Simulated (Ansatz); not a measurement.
Consider the following.

Starting cell, CaF2 (fluorite):

```
CELL_PARAMETERS angstrom
      0.00000     5.51101     5.51101
      2.75551     0.00000     2.75551
      2.75551     2.75551     0.00000
ATOMIC_POSITIONS crystal
  Ca 0.00000 0.00000 0.00000
  Ca 0.50000 0.00000 0.00000
  F  0.12500 0.25000 0.25000
  F  0.62500 0.25000 0.25000
  F  0.37500 0.75000 0.75000
  F  0.87500 0.75000 0.75000
```

A phonon eigenvector at L = (0.5, 0.0, 0.0) is frozen into this cell: atom i moves by Q times the vector below, so Q is the largest atomic displacement, in Å. The cell is held. It is one choice among 2 degenerate patterns. (q is in reciprocal vectors of the primitive cell; the cell shown is doubled to hold the pattern.)

```
atom       x       y       z
----  ------  ------  ------
Ca1    0.285  -0.520   0.805
Ca2   -0.285   0.520  -0.805
F3     0.139  -0.253   0.392
F4    -0.139   0.253  -0.392
F5    -0.139   0.253  -0.392
F6     0.139  -0.253   0.392
```

Calculation: PBE (plane waves to 420 eV, PAW, scalar-relativistic; Ansatz, an electronic-structure program). k mesh 5×10×10 (Γ-centred), Fermi-Dirac smearing 0.05 eV. The energy includes the smearing's −TS. CaF2 was relaxed with its symmetry unable to fall. The PAW data are Ansatz's earlier set. The zero of ΔE is the undisplaced structure.

The scan covers Q from -0.180 to 0.180 Å in 13 points.

**Question.** Which space group does the distorted structure have?

**Answer.** P-1 (No. 2), lowered from Fm-3m.

**Question.** What is the energy change at Q = 0.180 Å?

**Answer.** 110.1 meV/cell.

**Question.** What harmonic wavenumber does the curvature at Q = 0 give?

**Answer.** 137 cm⁻¹.

(A displaced cell: forces are minus the slopes of the energy, force constants its curvatures, and phonons follow from these.)
